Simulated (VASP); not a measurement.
# GaSb (F-43m) in VASP: notebook, part 2 of 2

VASP 6.6.1. Earlier steps stand in the parts before.

## (3) Single point, PBE, spin-orbit coupling, no magnetisation

The input, INCAR:

```
SYSTEM = GaSb
  ALGO = Normal
  EDIFF = 1E-7
  ENCUT = 300
  GGA = PE
  GGA_COMPAT = .FALSE.
  ISIF = 2
  ISMEAR = 0
  LASPH = .TRUE.
  LCHARG = .FALSE.
  LNONCOLLINEAR = .TRUE.
  LORBIT = 11
  LREAL = .FALSE.
  LSORBIT = .TRUE.
  LWAVE = .FALSE.
  MAGMOM = 0 0 0 0 0 0
  NBANDS = 34
  NELM = 100
  PREC = Accurate
  SIGMA = 0.02
```

The input, KPOINTS:

```
k-points
0
G
  4 4 4
  0 0 0
```

The input, POSCAR:

```
GaSb
1.0
    0.0000000000      3.0590000000      3.0590000000
    3.0590000000      0.0000000000      3.0590000000
    3.0590000000      3.0590000000      0.0000000000
Sb Ga
1 1
Direct
    0.7500000000      0.7500000000      0.7500000000
    0.0000000000      0.0000000000      0.0000000000
```

Potentials or basis: VASP PAW PBE potentials, release 64 (Sb, Ga_d).

Command:

```sh
cat potpaw_PBE.64/Sb/POTCAR potpaw_PBE.64/Ga_d/POTCAR > POTCAR
mpirun -np 1 vasp_ncl > vasp.out
```

OUTCAR:

```text
SYSTEM = GaSb
   EDIFF = 1E-7
   ENCUT = 300
   GGA = PE
   ISIF = 2
   ISMEAR = 0
   LASPH = .TRUE.
   LNONCOLLINEAR = .TRUE.
   LORBIT = 11
   LREAL = .FALSE.
   LSORBIT = .TRUE.
   NELM = 100
   PREC = Accurate

 Found     10 irreducible k-points:

 Following reciprocal coordinates:
            Coordinates               Weight
  0.000000  0.000000  0.000000      1.000000
  0.250000  0.000000  0.000000      4.000000
 -0.250000  0.000000  0.000000      4.000000
  0.500000  0.000000  0.000000      4.000000
  0.250000  0.250000  0.000000      6.000000
  0.500000  0.250000  0.000000     12.000000
   k-points           NKPTS =     10   k-points in BZ     NKDIM =     10   number of bands    NBANDS=     34
   number of dos      NEDOS =    301   number of ions     NIONS =      2
   total plane-waves  NPLWV =  13824
   dimension x,y,z NGX =    24 NGY =   24 NGZ =   24
   dimension x,y,z NGXF=    48 NGYF=   48 NGZF=   48
   ions per type =               1   1
   NGX,Y,Z   is equivalent  to a cutoff of   9.22,  9.22,  9.22 a.u.
   NGXF,Y,Z  is equivalent  to a cutoff of  18.45, 18.45, 18.45 a.u.
 SYSTEM =  GaSb
   PREC   = accura    normal or accurate (medium, high low for compatibility)
   ISTART =      0    job   : 0-new  1-cont  2-samecut
   ICHARG =      2    charge: 1-file 2-atom 10-const
   ISPIN  =      1    spin polarized calculation?
   LNONCOLLINEAR =      T non collinear calculations
   LSORBIT =      T    spin-orbit coupling
   LASPH  =      T    aspherical Exc in radial PAW
   ENCUT  =  300.0 eV  22.05 Ry    4.70 a.u.   6.11  6.11  6.11*2*pi/ulx,y,z
   NELM   =    100;   NELMIN=  2; NELMDL= -5     # of ELM steps
   EDIFF  = 0.1E-06   stopping-criterion for ELM
   LREAL  =      F    real-space projection
   EDIFFG = 0.1E-05   stopping-criterion for IOM
   NSW    =      0    number of steps for IOM
   IBRION =     -1    ionic relax: 0-MD 1-quasi-New 2-CG
   NFREE  =      0    steps in history (QN), initial steepest desc. (CG)
   ISIF   =      2    stress and relaxation
   ISYM   =      2    0-nonsym 1-usesym 2-fastsym
   POTIM  = 0.5000    time-step for ionic-motion
   TEBEG  =    0.0;   TEEND  =   0.0 temperature during run
   PSTRESS=    0.0 pullay stress
   NELECT =      18.0000    total number of electrons
   NUPDOWN=      -1.0000    fix difference up-down
   EMIN   =  10.00;   EMAX   =-10.00  energy-range for DOS
   EFERMI =   0.00;   METHOD = LEGACY
[... 270 lines left out ...]
    total drift:                                0.000001      0.000001      0.000001

  FREE ENERGIE OF THE ION-ELECTRON SYSTEM (eV)
  ---------------------------------------------------
  free  energy   TOTEN  =        -7.2288506075 eV

  energy  without entropy=       -7.2284979891  energy(sigma->0) =       -7.22867430

 Spin-Orbit-Coupling matrix elements

 Ion:    1  E_soc:     -0.1305784
 l=   1
     0.0000000    -0.0216129    -0.0216129
    -0.0216129     0.0000000    -0.0216129
    -0.0216129    -0.0216129     0.0000000
 l=   2
     0.0000000    -0.0000649     0.0000000    -0.0000649    -0.0000853
    -0.0000649     0.0000000    -0.0000639    -0.0000649    -0.0000213
     0.0000000    -0.0000639     0.0000000    -0.0000639     0.0000000
    -0.0000649    -0.0000649    -0.0000639     0.0000000    -0.0000213
    -0.0000853    -0.0000213     0.0000000    -0.0000213     0.0000000
 l=   3
     0.0000000     0.0000000     0.0000000     0.0000000     0.0000000     0.0000000     0.0000000
     0.0000000     0.0000000     0.0000000     0.0000000     0.0000000     0.0000000     0.0000000
     0.0000000     0.0000000     0.0000000     0.0000000     0.0000000     0.0000000     0.0000000
     0.0000000     0.0000000     0.0000000     0.0000000     0.0000000     0.0000000     0.0000000
     0.0000000     0.0000000     0.0000000     0.0000000     0.0000000     0.0000000     0.0000000
     0.0000000     0.0000000     0.0000000     0.0000000     0.0000000     0.0000000     0.0000000
     0.0000000     0.0000000     0.0000000     0.0000000     0.0000000     0.0000000     0.0000000

 Ion:    2  E_soc:     -0.0117323
 l=   1
     0.0000000    -0.0011584    -0.0011584
    -0.0011584     0.0000000    -0.0011584
    -0.0011584    -0.0011584     0.0000000
 l=   2
     0.0000000    -0.0001412     0.0000000    -0.0001412    -0.0006558
    -0.0001412     0.0000000    -0.0004918    -0.0001412    -0.0001639
     0.0000000    -0.0004918     0.0000000    -0.0004918     0.0000000
    -0.0001412    -0.0001412    -0.0004918     0.0000000    -0.0001639
    -0.0006558    -0.0001639     0.0000000    -0.0001639     0.0000000
 l=   3
     0.0000000     0.0000000     0.0000000     0.0000000     0.0000000     0.0000000     0.0000000
     0.0000000     0.0000000     0.0000000     0.0000000     0.0000000     0.0000000     0.0000000
     0.0000000     0.0000000     0.0000000     0.0000000     0.0000000     0.0000000     0.0000000
     0.0000000     0.0000000     0.0000000     0.0000000     0.0000000     0.0000000     0.0000000
     0.0000000     0.0000000     0.0000000     0.0000000     0.0000000     0.0000000     0.0000000
     0.0000000     0.0000000     0.0000000     0.0000000     0.0000000     0.0000000     0.0000000
     0.0000000     0.0000000     0.0000000     0.0000000     0.0000000     0.0000000     0.0000000

 total charge

# of ion       s       p       d       tot
------------------------------------------
    1        1.121   1.364   0.026   2.512
    2        0.900   0.776   9.961  11.638
--------------------------------------------------
tot          2.022   2.140   9.987  14.149

 magnetization (x)

# of ion       s       p       d       tot
------------------------------------------
    1        0.000   0.000   0.000   0.000
    2        0.000  -0.000  -0.000   0.000
--------------------------------------------------
tot          0.000  -0.000  -0.000   0.000

 magnetization (y)

# of ion       s       p       d       tot
------------------------------------------
    1        0.000   0.000   0.000   0.000
    2       -0.000  -0.000   0.000  -0.000
--------------------------------------------------
tot         -0.000   0.000   0.000  -0.000

 magnetization (z)

# of ion       s       p       d       tot
------------------------------------------
    1       -0.000   0.000   0.000   0.000
    2       -0.000  -0.000  -0.000  -0.000
--------------------------------------------------
tot         -0.000  -0.000   0.000  -0.000
```

OSZICAR:

```text
N       E                     dE             d eps       ncg     rms          rms(c)
DAV:   1     0.986043071347E+02    0.98604E+02   -0.58237E+03   736   0.963E+02
DAV:   2     0.553667726642E+01   -0.93068E+02   -0.88539E+02   704   0.279E+02
DAV:   3    -0.694215284135E+01   -0.12479E+02   -0.12342E+02   872   0.843E+01
DAV:   4    -0.728575859649E+01   -0.34361E+00   -0.34272E+00   760   0.155E+01
DAV:   5    -0.729375271642E+01   -0.79941E-02   -0.79918E-02   892   0.220E+00    0.366E+00
DAV:   6    -0.724104482420E+01    0.52708E-01   -0.60167E-02   968   0.362E+00    0.216E+00
DAV:   7    -0.722658058544E+01    0.14464E-01   -0.35129E-02   774   0.127E+00    0.138E+00
DAV:   8    -0.722744054216E+01   -0.85996E-03   -0.52105E-03   772   0.478E-01    0.273E-01
DAV:   9    -0.722841610211E+01   -0.97556E-03   -0.11320E-03   760   0.269E-01    0.628E-02
DAV:  10    -0.722874881396E+01   -0.33271E-03   -0.31733E-04   726   0.144E-01    0.216E-02
DAV:  11    -0.722885019740E+01   -0.10138E-03   -0.14200E-04   734   0.628E-02    0.110E-02
DAV:  12    -0.722885060501E+01   -0.40761E-06   -0.32626E-06   956   0.121E-02    0.101E-02
DAV:  13    -0.722885060754E+01   -0.25320E-08   -0.67980E-07   654   0.470E-03
   1 F= -.72288506E+01 E0= -.72286743E+01  d E =-.352618E-03  mag=     0.0000     0.0000     0.0000
```

stdout:

```text
POSCAR found type information on POSCAR SbGa
 POSCAR found :  2 types and       2 ions
 scaLAPACK will be used
 LDA part: xc-table for (Slater+PW92), standard interpolation
 POSCAR, INCAR and KPOINTS ok, starting setup
 FFT: planning ... GRIDC
 FFT: planning ... GRID_SOFT
 FFT: planning ... GRID
 WAVECAR not read
 entering main loop
```

It took 10 s on 1 thread of Intel Xeon 6975P-C (Granite Rapids), shared host; peak memory 0.19 GiB.

The run converged, but some of its settings lie outside the range that counts as converged, so its numbers aren't taken as properties of the crystal.

What came out:

```
Free energy                                           : -7.2289 eV
Valence electrons inside the program's atomic spheres : Sb 2.51; Ga 11.64
```

Caveat: the k mesh is coarse (spacing up to 0.44 Å⁻¹), so the values aren't converged; the cutoff is under 1.25 times the usual one of these potentials, so pressure, stress and relaxed cells hold a basis-set (Pulay) error.

## (4) Single point, PBE, spin-orbit coupling, no magnetisation

INCAR: that of step 3 with these lines changed.

```diff
@@ -3,3 +3,3 @@
   EDIFF = 1E-7
-  ENCUT = 300
+  ENCUT = 400
   GGA = PE
```

KPOINTS is that of step 3.

POSCAR is that of step 3.

Command:

```sh
cat potpaw_PBE.64/Sb/POTCAR potpaw_PBE.64/Ga_d/POTCAR > POTCAR
mpirun -np 1 vasp_ncl > vasp.out
```

Wall time 19 s (1 thread of Intel Xeon 6975P-C (Granite Rapids), shared host); peak memory 0.24 GiB.

These settings aren't checked as converged: the numbers below hold their error.

What came out:

* Free energy: -7.2270 eV
* Pressure: 3.0 GPa
* Valence electrons inside the program's atomic spheres: Sb 2.51; Ga 11.64

Caveat: the k mesh is coarse (spacing up to 0.44 Å⁻¹), so the values aren't converged.

## (5) Single point, PBE, spin-orbit coupling, no magnetisation

INCAR: that of step 4 with these lines changed.

```diff
@@ -3,3 +3,3 @@
   EDIFF = 1E-7
-  ENCUT = 400
+  ENCUT = 500
   GGA = PE
```

KPOINTS is that of step 4.

POSCAR is that of step 4.

Command:

```sh
cat potpaw_PBE.64/Sb/POTCAR potpaw_PBE.64/Ga_d/POTCAR > POTCAR
mpirun -np 1 vasp_ncl > vasp.out
```

Run time: 25 s. Hardware: 1 thread of Intel Xeon 6975P-C (Granite Rapids), shared host; peak memory 0.3 GiB.

These settings aren't checked as converged: the numbers below hold their error.

Results:

| Quantity | Value |
| --- | --- |
| Free energy | -7.2281 eV |
| Pressure | 3.2 GPa |
| Valence electrons inside the program's atomic spheres | Sb 2.51; Ga 11.64 |

Caveat: the k mesh is coarse (spacing up to 0.44 Å⁻¹), so the values aren't converged.

## (6) Single point, PBE, spin-orbit coupling, no magnetisation

INCAR: that of step 5 with these lines changed.

```diff
@@ -3,3 +3,3 @@
   EDIFF = 1E-7
-  ENCUT = 500
+  ENCUT = 250
   GGA = PE
```

The input, KPOINTS:

```
k-points
0
G
  6 6 6
  0 0 0
```

POSCAR is that of step 5.

Potentials or basis: VASP PAW PBE potentials, release 64 (Sb, Ga_d).

Command:

```sh
cat potpaw_PBE.64/Sb/POTCAR potpaw_PBE.64/Ga_d/POTCAR > POTCAR
mpirun -np 1 vasp_ncl > vasp.out
```

OUTCAR:

```text
SYSTEM = GaSb
   EDIFF = 1E-7
   ENCUT = 250
   GGA = PE
   ISIF = 2
   ISMEAR = 0
   LASPH = .TRUE.
   LNONCOLLINEAR = .TRUE.
   LORBIT = 11
   LREAL = .FALSE.
   LSORBIT = .TRUE.
   NELM = 100
   PREC = Accurate

 Found     22 irreducible k-points:

 Following reciprocal coordinates:
            Coordinates               Weight
  0.000000  0.000000  0.000000      1.000000
  0.166667  0.000000  0.000000      4.000000
 -0.166667  0.000000  0.000000      4.000000
  0.333333  0.000000  0.000000      4.000000
 -0.333333  0.000000  0.000000      4.000000
  0.500000  0.000000  0.000000      4.000000
   k-points           NKPTS =     22   k-points in BZ     NKDIM =     22   number of bands    NBANDS=     34
   number of dos      NEDOS =    301   number of ions     NIONS =      2
   total plane-waves  NPLWV =  13824
   dimension x,y,z NGX =    24 NGY =   24 NGZ =   24
   dimension x,y,z NGXF=    48 NGYF=   48 NGZF=   48
   ions per type =               1   1
   NGX,Y,Z   is equivalent  to a cutoff of   9.22,  9.22,  9.22 a.u.
   NGXF,Y,Z  is equivalent  to a cutoff of  18.45, 18.45, 18.45 a.u.
 SYSTEM =  GaSb
   PREC   = accura    normal or accurate (medium, high low for compatibility)
   ISTART =      0    job   : 0-new  1-cont  2-samecut
   ICHARG =      2    charge: 1-file 2-atom 10-const
   ISPIN  =      1    spin polarized calculation?
   LNONCOLLINEAR =      T non collinear calculations
   LSORBIT =      T    spin-orbit coupling
[... 317 lines left out ...]
     0.0000000     0.0000000     0.0000000     0.0000000     0.0000000     0.0000000     0.0000000
     0.0000000     0.0000000     0.0000000     0.0000000     0.0000000     0.0000000     0.0000000
     0.0000000     0.0000000     0.0000000     0.0000000     0.0000000     0.0000000     0.0000000

 Ion:    2  E_soc:     -0.0121071
 l=   1
     0.0000000    -0.0012368    -0.0012368
    -0.0012368     0.0000000    -0.0012368
    -0.0012368    -0.0012368     0.0000000
 l=   2
     0.0000000    -0.0001447     0.0000000    -0.0001447    -0.0006364
    -0.0001447     0.0000000    -0.0004773    -0.0001447    -0.0001591
     0.0000000    -0.0004773     0.0000000    -0.0004773     0.0000000
    -0.0001447    -0.0001447    -0.0004773     0.0000000    -0.0001591
    -0.0006364    -0.0001591     0.0000000    -0.0001591     0.0000000
 l=   3
     0.0000000     0.0000000     0.0000000     0.0000000     0.0000000     0.0000000     0.0000000
     0.0000000     0.0000000     0.0000000     0.0000000     0.0000000     0.0000000     0.0000000
     0.0000000     0.0000000     0.0000000     0.0000000     0.0000000     0.0000000     0.0000000
     0.0000000     0.0000000     0.0000000     0.0000000     0.0000000     0.0000000     0.0000000
     0.0000000     0.0000000     0.0000000     0.0000000     0.0000000     0.0000000     0.0000000
     0.0000000     0.0000000     0.0000000     0.0000000     0.0000000     0.0000000     0.0000000
     0.0000000     0.0000000     0.0000000     0.0000000     0.0000000     0.0000000     0.0000000

 total charge

# of ion       s       p       d       tot
------------------------------------------
    1        1.127   1.349   0.027   2.504
    2        0.908   0.769   9.972  11.650
--------------------------------------------------
tot          2.036   2.118   9.999  14.153

 magnetization (x)

# of ion       s       p       d       tot
------------------------------------------
    1        0.000  -0.000   0.000  -0.000
    2       -0.000   0.000   0.000  -0.000
--------------------------------------------------
tot         -0.000  -0.000   0.000  -0.000

 magnetization (y)

# of ion       s       p       d       tot
------------------------------------------
    1        0.000   0.000   0.000   0.000
    2       -0.000   0.000   0.000  -0.000
--------------------------------------------------
tot         -0.000   0.000   0.000  -0.000

 magnetization (z)

# of ion       s       p       d       tot
------------------------------------------
    1       -0.000  -0.000  -0.000  -0.000
    2       -0.000   0.000   0.000   0.000
--------------------------------------------------
tot         -0.000   0.000  -0.000  -0.000
```

stdout:

```text
POSCAR found type information on POSCAR SbGa
 POSCAR found :  2 types and       2 ions
 scaLAPACK will be used
 LDA part: xc-table for (Slater+PW92), standard interpolation
 POSCAR, INCAR and KPOINTS ok, starting setup
 FFT: planning ... GRIDC
 FFT: planning ... GRID_SOFT
 FFT: planning ... GRID
 WAVECAR not read
 entering main loop
```

Wall time 18 s (1 thread of Intel Xeon 6975P-C (Granite Rapids), shared host); peak memory 0.19 GiB.

The run converged, but a check on its numbers failed (symmetry, net force, bounds or a known fault of this set-up), so they aren't taken as properties of the crystal.

Caveat: the cutoff lies under the usual one of these potentials, so the numbers hold a large basis-set error.
